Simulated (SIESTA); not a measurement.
W:

```xyz
1
Lattice="-1.5823 1.5823 1.5823 1.5823 -1.5823 1.5823 1.5823 1.5823 -1.5823" Properties=species:S:1:pos:R:3 pbc="T T T"
W     0.0000    0.0000    0.0000
```

* Program: SIESTA 5.4.2
* Task: single point
* Functional: PBEsol
* Potentials or basis: PseudoDojo 0.4 standard (PBEsol files)
* Basis: DZP (energy shift 0.003 Ry; two zetas on semicore shells)
* Grid cutoff: 800 Ry
* Energy shift: 0.003 Ry
* k mesh: 12 × 12 × 12
* Occupations: fermi-dirac, width 0.05 eV
* Spin: no spin polarisation

On this cell: pressure 0.9 GPa; band gap on the k mesh none (metal or under the smearing width).

The same run follows on a disturbed copy (cell strained at random at fixed volume):

```
W
1.0
    -1.54480    1.61508    1.63102
     1.57115   -1.54525    1.58754
     1.54570    1.54614   -1.56120
W
1
Direct
  0.01093 0.00770 0.02297
```

**Question.** What does the disturbed cell give?

**Answer.** The energy (extrapolated to zero smearing) moves by +24.7 meV/atom; pressure 1.3 GPa; band gap on the k mesh none (metal or under the smearing width).

Stress tensor (GPa, compression positive):
```
 7.24  0.67 -2.27
 0.67  1.08 -6.91
-2.27 -6.91 -4.50
```

Caveats: short orbitals over semicore shells can move pressures by several GPa; the basis of atomic orbitals isn't converged, which shifts pressures, moduli and gaps.
